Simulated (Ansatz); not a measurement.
Crystal: WC.

```
W C
1.0
     0.00000    2.19268    2.19268
     2.19268    0.00000    2.19268
     2.19268    2.19268    0.00000
W C
1 1
Direct
  0.00000 0.00000 0.00000
  0.50000 0.50000 0.50000
```

Measurements of this composition are mostly on another form, of space group No. 187.

Base run:

```yaml
Program: Ansatz 0.2.0
Functional: LDA
Potentials_or_basis: Ansatz PAW
Cutoff: 420 eV
Density_cutoff: 1680 eV
k_mesh: 10 × 10 × 10
Occupations: fermi-dirac, width 0.05 eV
Spin: no spin polarisation
Hubbard_terms: W d U = 8 eV
```

Its results: band gap on the k mesh none (metal or under the smearing width); pressure -14.7 GPa.

Question: After a change of settings the same cell gave: band gap on the k mesh none (metal or under the smearing width); pressure -15.9 GPa. Which change was it?
A. hubbard terms from W d U = 8 eV to W d U = 2 eV
B. functional from LDA to PBEsol; hubbard terms from W d U = 8 eV to none; hubbard projectors from ortho-atomic (the default) to none
C. functional from LDA to r2SCAN; cutoff from 420 eV to 500 eV; density cutoff from 1680 eV to 2000 eV; hubbard terms from W d U = 8 eV to none; hubbard projectors from ortho-atomic (the default) to none
D. functional from LDA to BLYP; hubbard terms from W d U = 8 eV to none; hubbard projectors from ortho-atomic (the default) to none

Answer: A.

Caveats: U without spin polarisation on a metal has little footing; the PAW data sets come from PBE, with cores solved anew for the run's functional, which leaves a small shift of forces and pressure; the U is typed as a test and isn't derived for this compound; the density of states is complete only up to the lowest level of the last band computed.

Not every run made on this cell is shown here.
